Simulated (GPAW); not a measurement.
A run of GPAW 26.7.0 is set up as follows.

run.py

```python
from ase import Atoms
from ase.dft.bandgap import bandgap
from ase.io import write
from gpaw import GPAW, PW

atoms = Atoms(['Ge', 'Ge', 'Ge', 'Ge', 'Ge', 'Ge', 'Ge', 'Ge'],
              cell=[[-3.48417028, 3.48417028, 3.48417028],
                    [3.48417028, -3.48417028, 3.48417028],
                    [3.48417028, 3.48417028, -3.48417028]],
              scaled_positions=[[0.29889908, 0.29889908, 0.29889908],
                                [0.0, 0.20110092, 0.5],
                                [0.20110092, 0.5, 0.0],
                                [0.5, 0.0, 0.20110092],
                                [0.70110092, 0.70110092, 0.70110092],
                                [0.0, 0.79889908, 0.5],
                                [0.79889908, 0.5, 0.0],
                                [0.5, 0.0, 0.79889908]],
              pbc=True)

calc = GPAW(mode=PW(600),
            xc='TB09',
            kpts={'size': (6, 6, 6), 'gamma': True},
            occupations={'name': 'fermi-dirac', 'width': 0.05},
            nbands=32,
            convergence={'density': 1e-05, 'energy': 1e-05},
            eigensolver='cg',
            maxiter=150,
            txt='gpaw.txt')
atoms.calc = calc
energy = atoms.get_potential_energy()
calc.write('gs.gpw')
write('result.traj', atoms)
print('Fermi level:', round(calc.get_fermi_level(), 4), 'eV')
print(f'Gap: {bandgap(calc)[0]:.4f} eV, direct: {bandgap(calc, direct=True)[0]:.4f} eV')
```

Potentials or basis: GPAW PAW data sets for LDA (gpaw-data 1.2.1), pw.

Launch:

```sh
$ OMP_NUM_THREADS=1 python run.py
```

(1) Predict the band gap on the k mesh.

Answers

(1) none (metal or under the smearing width).

Caveat: a model potential gives levels but no total energy.
